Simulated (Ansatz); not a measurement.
Calculated with Ansatz (gas phase, PBE0-D4/def2-TZVP geometries, no zero-point term in ΔE). CCSD(T)/CBS adds triple-zeta CCSD(T) − MP2 to the extrapolated MP2 energy (def2 sets, frozen cores). This one scheme is used for every species. Functionals use def2-TZVPP. B3LYP here is the variant with VWN-RPA as its local correlation; programs differ in this. Each species was taken in one conformer, which may not be the lowest.

`FC(F)F` + `C[SiH2]O` → `C[SiH2]OC(F)F` + H–F  (substitution at a C–F bond)

`FC(F)F`:

Cartesian coordinates in Å:
```
F 0.273 1.012 -0.788
C 0.005 -0.050 -0.032
F 0.851 -0.062 0.996
F -1.234 0.069 0.441
H 0.104 -0.968 -0.616
```

`C[SiH2]O`:

Z-matrix (Å, degrees):
```
C
Si 1 1.863
H 1 1.093 2 111.0
H 1 1.094 2 110.2 3 119.8
H 1 1.093 2 111.5 3 -120.7
O 2 1.652 1 112.6 3 57.7
H 2 1.492 1 108.9 3 -179.5
H 2 1.483 1 110.6 3 -59.4
H 6 0.957 2 117.7 1 68.6
```

`C[SiH2]OC(F)F`:

Z-matrix (Å, degrees):
```
C
Si 1 1.853
H 1 1.092 2 110.8
H 1 1.094 2 110.0 3 -119.5
H 1 1.091 2 110.9 3 120.6
O 2 1.674 1 112.0 3 -56.0
H 2 1.481 1 111.7 3 59.1
H 2 1.487 1 111.3 3 -177.6
C 6 1.341 2 127.2 1 -77.6
F 9 1.365 6 111.0 2 29.9
F 9 1.344 6 109.2 2 147.4
H 9 1.095 6 113.4 2 -91.4
```

H–F:

```xyz
2

F     0.098   -0.182   -0.411
H    -0.098    0.182    0.411
```

```csv
level,ΔE (eV)
r2SCAN-D4,0.02
B3LYP,0.06
SCS-MP2/def2-TZVPP,-0.02
HF/CBS(def2),0.09
```

Task: What does CCSD(T)/CBS give? (An estimate is asked.)

Result: Ansatz gave: -0.08 eV. The listed levels differ from it by 0.10, 0.14, 0.06, 0.17 eV.

Largest T1 diagnostic among the species: 0.012.

In def2-TZVPP, CCSD(T) changes the Hartree–Fock value by −0.12 eV (the triples alone add −0.01 eV) and MP2 by −0.15 eV. The D4 term adds −0.08 eV with B3LYP and −0.05 eV with PBE0; it sums over pairs of atoms, weighted by their polarisabilities, and B3LYP, whose exchange is more repulsive, gets the larger term.

CCSD(T)/CBS has its own doubt, a few kJ/mol and more with outer-core shells, so smaller differences from it don't rank the levels.
